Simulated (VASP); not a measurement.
The system is Ge.

```
Ge
1.0
     0.00000    2.88574    5.11566
     2.63050    0.00000    5.11566
     2.63050    2.88574    0.00000
Ge
4
Direct
  0.72649 0.27351 0.72649
  0.27351 0.72649 0.27351
  0.21813 0.21813 0.78187
  0.78187 0.78187 0.21813
```

This isn't the form of Ge at room conditions, which is diamond.

Base run:

- Program: VASP 6.6.1
- Functional: r2SCAN
- Potentials or basis: VASP PAW PBE potentials, release 64 (Ge_d)
- Cutoff: 520 eV
- k mesh: 5 × 5 × 5
- Occupations: fermi-dirac, width 0.05 eV
- Spin: no spin polarisation

Its results: pressure -2.7 GPa; largest force 0.208 eV/Å.

The run is repeated on the same cell with these changes: functional from r2SCAN to SCAN. What comes out?

Pressure -3.4 GPa; largest force 0.051 eV/Å.

Caveats: the PAW data sets were made with another functional, which shifts forces and pressure a little.
